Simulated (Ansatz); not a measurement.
## Ge: what symmetry allows forces and stress to be

```
CELL_PARAMETERS angstrom
-2.52653 2.75651 1.49810
2.52653 -2.75651 1.49810
2.52653 2.75651 -1.49810
ATOMIC_POSITIONS crystal
Ge 0.28578 0.78578 0.50000
Ge 0.46422 0.46422 0.00000
```

The calculation used DFT PBEsol, scalar-relativistic, plane waves, PAW in Ansatz.

Cutoff 420 eV; k points 14×14×14 on the computed 2-atom cell (Γ-centred); Gaussian smearing, width 0.10 eV; no spin polarisation.

This distorted cell has space group Imma, with 8 operations.

Q: Without a calculation: in which directions can each atom feel a force?

A: A force must be left unchanged by every operation that keeps its atom in place, so it lies in the space that those operations leave fixed. Atoms that the group maps onto each other feel forces of one size.
| atom | site symmetry | operations at the site | equivalent to atom | allowed force (Cartesian) |
| --- | --- | --- | --- | --- |
| Ge1 | mm2 | 4 | 1 | along (0.00, 0.00, 1.00) |
| Ge2 | mm2 | 4 | 1 | along (0.00, 0.00, 1.00) |

That leaves 1 independent force component of 6. A relaxation in this cell that keeps the symmetry moves the atoms in these directions alone.

Q: And the stress tensor?

A: It must be invariant under the point group, which leaves 3 independent components: yz, xz, xy vanish.

Q: Do the computed values obey this?

A: Yes. Forces (eV/Å):
```
Ge1  0.000  0.000 -0.305
Ge2  0.000  0.000  0.305
```

Stress (GPa, compression positive, xx yy zz yz xz xy): 0.86 -11.54 -8.14 0.00 0.00 0.00. The program imposes the same operations on density, forces and stress, so this confirms the analysis and is no independent test of the calculation.

This form isn't the element's structure at ambient conditions.